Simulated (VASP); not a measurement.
Runs of VASP 6.6.1 on BN. It takes space group F-43m (No. 216, cubic). Conventional cell: a = 3.607 Å, b = 3.607 Å, c = 3.607 Å, α = 90.00°, β = 90.00°, γ = 90.00°. Around B (site symmetry -43m) lie 4 N at 1.56 Å. N (site symmetry -43m) has 4 B at 1.56 Å as nearest neighbours. The cell is a database's computed one.

```csv
level,potentials or basis,k mesh,cutoff (eV),smearing,gap on the mesh (eV),pressure (GPa)
PBEsol,"VASP PAW PBE potentials, release 64 (B, N)",16 × 16 × 16,520,gaussian 0.02 eV,4.28,0.3
PBEsol,"VASP PAW PBE potentials, release 64 (B, N)",12 × 12 × 12,700,gaussian 0.02 eV,4.28,(a)
PBEsol,"VASP PAW PBE potentials, release 64 (B_h, N_h)",12 × 12 × 12,900,gaussian 0.02 eV,4.29,-0.7
r2SCAN,"VASP PAW PBE potentials, release 64 (B, N)",12 × 12 × 12,520,gaussian 0.02 eV,4.98,(b)
PBEsol,"VASP PAW PBE potentials, release 64 (B, N)",12 × 12 × 12,520,gaussian 0.5 eV,4.28,0.3
```

Alike in all rows: task single point; no spin polarisation; cell as given.

Question: Estimate the missing entries.

Answer: (a) 0.0; (b) 2.1.

Caveats: the PAW data sets were made with another functional, which shifts forces and pressure a little; the cutoff is under 1.25 times the usual one of these potentials, so pressure, stress and relaxed cells hold a basis-set (Pulay) error (some runs).

A k mesh can miss the band edges.

Not every run made on this cell is shown here.
